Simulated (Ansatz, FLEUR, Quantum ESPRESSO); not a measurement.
**SnTe: programs and potentials compared**

```xyz
2
Lattice="0.0000 3.1509 3.1509 3.1509 0.0000 3.1509 3.1509 3.1509 0.0000" Properties=species:S:1:pos:R:3 pbc="T T T"
Te    3.1509    3.1509    3.1509
Sn    0.0000    0.0000    0.0000
```

Alike in all runs: task equation of state; functional PBEsol; k mesh 7 × 7 × 7; occupations fermi-dirac, width 0.05 eV; no spin polarisation; no spin-orbit coupling.

| program and potentials | plane-wave cutoff (eV) | notes | equilibrium volume (Å³/atom) | bulk modulus (GPa) |
| --- | --- | --- | --- | --- |
| Ansatz, PseudoDojo PBEsol stringent | 1388 | - | 31.07 | 46.7 |
| Ansatz, PseudoDojo PBEsol | 1120 | - | 30.99 | 47.0 |
| FLEUR, all-electron, FLAPW | - | - | 31.04 | 46.8 |
| Quantum ESPRESSO, PseudoDojo 0.4.1 SR PBEsol standard | 1088 | - | 31.07 | 47.0 |

The equilibrium volume spans 30.99 (Ansatz, PseudoDojo PBEsol) to 31.07 Å³/atom (Ansatz, PseudoDojo PBEsol stringent), with all-electron results at 31.04. The bulk modulus spans 46.7 (Ansatz, PseudoDojo PBEsol stringent) to 47.0 GPa (Quantum ESPRESSO, PseudoDojo 0.4.1 SR PBEsol standard), with all-electron results at 46.8.

Differences between rows come from potentials, basis sets and numerical settings, since the functional is the same but for its coding. Runs on potential files found faulty are left out.
